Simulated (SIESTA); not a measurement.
Runs of SIESTA 5.4.2 on GaP. It takes space group F-43m (No. 216, cubic). Conventional cell: a = 5.451 Å, b = 5.451 Å, c = 5.451 Å, α = 90.00°, β = 90.00°, γ = 90.00°. Ga (site symmetry -43m) is surrounded by 4 P at 2.36 Å. P (site symmetry -43m) is surrounded by 4 Ga at 2.36 Å. 

```tsv
potentials or basis	gap on the mesh (eV)	pressure (GPa)
PseudoDojo 0.4 standard (PBE files), DZP (energy shift 0.003 Ry; two zetas on semicore shells)	1.64	3.1
PseudoDojo 0.4 standard (PBE files), TZP (energy shift 0.003 Ry; two zetas on semicore shells)	1.65	3.2
PseudoDojo 0.4 standard (PBE files), SZP (energy shift 0.003 Ry)	(c)	4.0
PseudoDojo 0.4 standard (PBE files), SZ (energy shift 0.003 Ry)	(a)	9.0
PseudoDojo 0.4 standard (PBE files), DZ (energy shift 0.003 Ry; two zetas on semicore shells)	(b)	5.1
```

Alike in all rows: task band structure; level PBE; no spin polarisation; cell as given; k mesh 8 × 8 × 8; smearing fermi-dirac 0.05 eV; grid cutoff 800 Ry; energy shift 0.003 Ry.

Q: Fill in the values left out.

A: (a) 2.10; (b) 1.99; (c) 1.72.

Caveats: the basis of atomic orbitals isn't converged, which shifts pressures, moduli and gaps; the basis has no polarisation orbitals (some runs).

A k mesh can miss the band edges, and the runs leave out spin-orbit coupling on Ga.
